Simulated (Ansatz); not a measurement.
## AlAs: which shells make which states

```
Al As
1.0
     0.00000    2.83040    2.83040
     2.83040    0.00000    2.83040
     2.83040    2.83040    0.00000
Al As
1 1
Direct
  0.00000 0.00000 0.00000
  0.75000 0.75000 0.75000
```

Atoms are numbered in the order listed.

Conventional cell: a = 5.661 Å, b = 5.661 Å, c = 5.661 Å, α = 90.00°, β = 90.00°, γ = 90.00°. Around Al (atom 1) lie 4 As at 2.45 Å. As (atom 2) has 4 Al at 2.45 Å as nearest neighbours.

The cell is COD entry 1540257, as deposited and not checked against the literature; nothing was relaxed.

These are results of Ansatz 0.2.0, DFT, PBE, all-electron LAPW, scalar-relativistic, not measurements.

The runs use a Γ-centred 11×11×11 k mesh, Fermi–Dirac smearing of 0.05 eV, basis error target 1 meV/atom, no spin polarisation.

Weights are projections on a minimal set of Löwdin-orthogonalised atomic shells, summed over atoms of an element; the rest lies outside that basis, and weights on diffuse cation s shells are inflated where empty shells are missing from it. Energies are in eV from the valence-band top.

Points: K (-0.375, 0.000, 0.375), U (-0.375, -0.375, 0.250).

```csv
state,character
"K, -9.93 eV","As 4s 73 %, Al 3p 26 %"
"K, -5.17 eV","As 4p 53 %, Al 3s 44 %"
"K, -3.41 eV","As 4p 59 %, Al 3p 40 %"
"K, -1.80 eV","As 4p 67 %, Al 3p 32 %"
"U, -9.93 eV","As 4s 73 %, Al 3p 26 %"
"U, -5.17 eV","As 4p 53 %, Al 3s 44 %"
"U, -3.41 eV","As 4p 59 %, Al 3p 40 %"
"U, -1.80 eV","As 4p 67 %, Al 3p 32 %"
```
